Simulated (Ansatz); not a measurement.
**Understanding ZrO2 in the fluorite structure from first principles**

**The experiment.** The Crystallography Open Database holds a cell as deposited of cubic ZrO2 (space group Fm-3m), temperature not stated (1971): a = 5.090 Å, 10.99 Å³/atom.

Computed with Ansatz (plane waves, PAW, 420 eV cutoff): PBE, scalar-relativistic, no spin polarisation, 12×12×12 k-mesh, Gaussian smearing of 0.05 eV; PAW files: Ansatz's generated set soft_2.

The start was a prototype's sites filled with these elements; the Crystallography Open Database holds the compound in this structure.

The relaxed structure (symmetry read at 0.01 Å). The structure is cubic, space group Fm-3m (No. 225). Conventional cell: a = 5.116 Å, b = 5.116 Å, c = 5.116 Å, α = 90.00°, β = 90.00°, γ = 90.00°. Around Zr (site symmetry m-3m) lie 8 O at 2.22 Å. Around O (site symmetry -43m) lie 4 Zr at 2.22 Å. (Neighbours are counted to 15 % beyond the shortest distance.)

Should it be a metal or an insulator?

Formal charges Zr⁴⁺, O²⁻ balance and leave closed shells on every ion, so a band insulator is expected, and the gap is 3.32 eV.

What kind of gap is it?

It is indirect: 3.32 eV, against 3.75 eV for the smallest direct gap. Within 0.6 eV of the edges the projected states are 97 % O 2p at the top of the valence band and 93 % Zr 4d at the bottom of the conduction band. Crossing the gap moves an electron from the anion's filled p shell to the metal's empty orbitals, as in ionic insulators.

What fixes the bond lengths?

Shannon's ionic radii give a check on the bond lengths: Zr⁴⁺ with 8 neighbours 0.84 Å + O²⁻ 1.38 Å = 2.22 Å against a computed mean of 2.22 Å. Sums and bonds agree within 3 %, so ion sizes set the bond lengths.

How ionic is it?

Bader charges against formal ones: Zr +2.63 (+4), O −1.32 (−2). The cations give up 66 % of the formal charge; Bader charges stay under formal ones because the anions' density reaches into the cations' basins.

How stiff is it, in energy terms?

B0·V0 = 236.4 GPa × 11.16 Å³ = 16.46 eV/atom sets the scale: near the minimum ΔE ≈ ½ B0 V0 x², with x = V/V0 − 1, and a pressure of 2.4 GPa squeezes the volume by about 1 %. At the ends of the curve: x = −5.5 % predicts 24.9 meV/atom and the run gives 27.5; x = +10.0 % predicts 82.3 meV/atom and the run gives 69.7. The lopsidedness is anharmonic: atoms resist being pushed together more than being pulled apart.

Which Debye temperature follows from the elastic moduli?

K = 236 GPa and G = 104 GPa (Hill). With a density of 6.113 g/cm³ (mean mass 41.1 u, 11.16 Å³/atom), K = 236.4 and G = 104.0 GPa from the unrounded constants, v_l = √((K + 4G/3)/ρ) = 7830 m/s and v_t = √(G/ρ) = 4120 m/s. The mean [(1/v_l³ + 2/v_t³)/3]^(−1/3) is 4610 m/s, and θ_D = (ħ/k_B)(6π²/V)^(1/3) v_m ≈ 610 K, with V the volume an atom.

All results together:

| Item | Value |
| --- | --- |
| Volume | 11.16 Å³/atom |
| Band gap | 3.32 eV |
| Smallest direct gap | 3.75 eV |
| Bader charges | Zr 2.63; O -1.32 e |
| Formation energy from the elements (0 K, uncorrected) | -3.35 eV/atom |
| Bulk modulus (Birch–Murnaghan) | 236 GPa |
| Pressure derivative B0′ | 4.2 |
| Shear modulus (Hill) | 104 GPa |
| Young's modulus | 272 GPa |
| Poisson's ratio | 0.31 |
| Elastically stable | yes |

**Against experiment.** PBE gives 5.116 Å and 11.16 Å³/atom, +1.5 % in volume (+0.5 % in length) from the database's cell. PBE usually overestimates volumes by a few per cent.

Kohn–Sham gaps of semilocal functionals lie under measured ones, often by a third or more.
